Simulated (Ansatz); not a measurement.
## How far is PAW off for SrCl2?

```
Sr Cl
1.0
     0.00000    3.48550    3.55521
     3.48550    0.00000    3.55521
     3.48550    3.48550    0.00000
Sr Cl
1 2
Direct
  0.00000 0.00000 0.00000
  0.25000 0.25000 0.25000
  0.75000 0.75000 0.75000
```

Atoms are numbered in the order listed.

Conventional cell: a = 4.929 Å, b = 4.929 Å, c = 7.110 Å, α = 90.00°, β = 90.00°, γ = 90.00°. Sr (atom 1) has 8 Cl at 3.04 Å as nearest neighbours. Cl (atom 2) has 4 Sr at 3.04 Å and 4 Cl at 3.49 Å as nearest neighbours.

The cell comes from COD entry 1541509, which wasn't checked; take it as a given geometry. The listed cell was then made from it by scaling, straining or moving an atom.

Methods: DFT, LDA, PAW with Ansatz's default frozen-core files, scalar-relativistic (Ansatz 0.2.0); DFT, LDA, all-electron PAW with datasets made for the crystal, scalar-relativistic (Ansatz 0.2.0); DFT, LDA, all-electron LAPW, scalar-relativistic (Ansatz 0.2.0).

For PAW: a Γ-centred 8×8×8 k mesh, Fermi–Dirac smearing of 0.01 eV, cutoff 420 eV, no spin polarisation; the PAW files were made with PBE, and the program remakes their frozen cores for this functional. The crystal-made all-electron datasets (AE datasets) take a cutoff of 220 eV at this cell. LAPW targets a basis error of 1 meV/atom. The Ansatz runs share mesh, smearing and spin set-up. Plane-wave (PAW) pressures include the program's estimate of the Pulay term.

Stress and pressure are positive in compression.

Spin–orbit coupling is left out, which moves gradients at and beside heavy atoms by some per cent and at worst by a factor of two.

| quantity | PAW | AE datasets | LAPW |
| --- | --- | --- | --- |
| pressure (GPa) | -3.35 | -3.35 | -3.35 |
| stress xx (GPa) | -3.03 | -3.03 | -3.03 |
| stress zz (GPa) | -3.99 | -3.99 | -3.99 |
| band gap (eV) | 4.764 | 4.765 | 4.765 |
| largest principal field gradient Vzz at Sr1 (10²¹ V/m²) | -0.36 | -0.36 | – |
| largest principal field gradient Vzz at Cl2 (10²¹ V/m²) | 0.61 | 0.61 | – |

PAW's pressure differs from the LAPW value by about 0.01 GPa or less. Datasets made for the crystal and LAPW share parts of one code, so their agreement isn't an independent check.
